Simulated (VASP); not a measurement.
The system is Os.

```xyz
1
Lattice="0.0000 1.9129 1.9129 1.9129 0.0000 1.9129 1.9129 1.9129 0.0000" Properties=species:S:1:pos:R:3 pbc="T T T"
Os    0.0000    0.0000    0.0000
```

This isn't the form of Os at room conditions, which is hcp.

| Property | Result |
| --- | --- |
| Program | VASP 6.6.1 |
| Task | relaxation of cell and atoms |
| Functional | RPBE |
| Potentials or basis | VASP PAW PBE potentials, release 64 (Os) |
| Cutoff | 600 eV |
| k mesh | 18 × 18 × 18 |
| Occupations | gaussian, width 0.1 eV |
| Spin | no spin polarisation |

At the start: pressure 13.8 GPa; volume 14.00 Å³/atom.

Question: Where does the relaxation end?

Answer: Over 4 steps the energy falls by 19.5 meV/atom and the volume is 14.47 Å³/atom (+3.4 %); space group Fm-3m (No. 225, to 0.05 Å).

The path:
```tsv
step	energy change (eV)	largest force (eV/Å)	pressure (GPa)	volume (Å³)
1	0.0000	0.0000	13.77	14.00
2	0.2619	0.0000	-37.15	16.58
3	-0.0194	0.0000	-0.81	14.50
4	-0.0195	0.0000	-0.04	14.47
```

Final structure:
```yaml
crystal:
  lattice:
    - [0.00000, 1.93419, 1.93419]
    - [1.93419, 0.00000, 1.93419]
    - [1.93419, 1.93419, 0.00000]
  atoms:
    - { symbol: Os, position: [0.00000, 0.00000, 0.00000] }
```

Caveat: the PAW data sets were made with another functional, which shifts forces and pressure a little.
